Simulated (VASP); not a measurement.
**Zr: single point with PBE**

Zr, a slab with vacuum:

```xyz
5
Lattice="3.1350 0.0000 0.0000 -1.0450 2.9557 0.0000 0.0000 0.0000 25.2389" Properties=species:S:1:pos:R:3 pbc="T T T"
Zr    1.0450    1.4779    7.5000
Zr    0.0000    0.0000   10.0597
Zr    1.0450    1.4779   12.6195
Zr    0.0000    0.0000   15.1792
Zr    1.0450    1.4779   17.7389
```

The slab is cut from a database's or a generator's crystal, which needn't be the stable form of the element.

The cell isn't the ideal one: the (1 1 0) slab of Zr, cut from the database cell, not relaxed.

```
Program                : VASP 6.6.1
Task                   : single point
Functional             : PBE
Potentials or basis    : VASP PAW PBE potentials, release 64 (Zr_sv)
Cutoff                 : 520 eV
k mesh                 : 9 × 9 × 1
Occupations            : fermi-dirac, width 0.05 eV
Spin                   : no spin polarisation
Dipole correction      : yes
Further INCAR settings : ALGO = Normal; EDIFF = 1e-07; NBANDS = 38
```

```json
{
  "Largest force": "0.588 eV/Å",
  "Band gap on the k mesh": "none (metal or under the smearing width)"
}
```

Forces in eV/Å, atoms in the order of the input:
```
Zr   0.000  0.000  0.588
Zr   0.000  0.000 -0.485
Zr   0.000  0.000  0.000
Zr   0.000  0.000  0.485
Zr   0.000  0.000 -0.588
```

Levels at points of the mesh, in eV from the Fermi level:
| k point | band 26 | band 27 | band 28 | band 29 | band 30 | band 31 | band 32 | band 33 | band 34 | band 35 |
| --- | --- | --- | --- | --- | --- | --- | --- | --- | --- | --- |
| (0.00, 0.00, 0.00) | -0.54 | -0.34 | -0.01 | 0.02 | 0.04 | 0.52 | 0.70 | 0.74 | 0.97 | 1.06 |

Run time: 4.6 min on 1 thread of AMD EPYC 9R45 (Zen 5), with other jobs on the host, peak memory 0.36 GiB.
